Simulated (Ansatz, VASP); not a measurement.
# Two plane-wave programs on KI

```xyz
2
Lattice="0.0000 3.4418 3.4418 3.4418 0.0000 3.4418 3.4418 3.4418 0.0000" Properties=species:S:1:pos:R:3 pbc="T T T"
K     0.0000    0.0000    0.0000
I     3.4418    3.4418    3.4418
```

Change from the starting cell: hydrostatic strain -2.9%.

Alike in both runs: task single point; functional r2SCAN; k mesh 6 × 6 × 6; no spin polarisation.

|  | VASP | Ansatz |
| --- | --- | --- |
| version | VASP 6.6.1 | Ansatz 0.2.0 |
| potentials or method | VASP PAW PBE potentials, release 64 (K_sv, I) | plane waves, PAW |
| plane-wave cutoff (eV) | 520 | 500 |
| occupations | gaussian, width 0.01 eV | fixed |
| valence electrons in the cell | 16 | 26 |

Ansatz gave:

```
gap on the k mesh at the Fermi level (eV) : 4.83
pressure (GPa)                            : 1.4
```

What did VASP give for the same quantities?

gap on the k mesh at the Fermi level (eV): 4.82; pressure (GPa): 1.4.

The two sets of potentials don't hold the same shells in valence.

Caveats: the PAW data sets were made with another functional, which shifts forces and pressure a little (VASP); spin-orbit coupling is left out, which moves the levels of the heavy elements. A k mesh can miss the band edges.
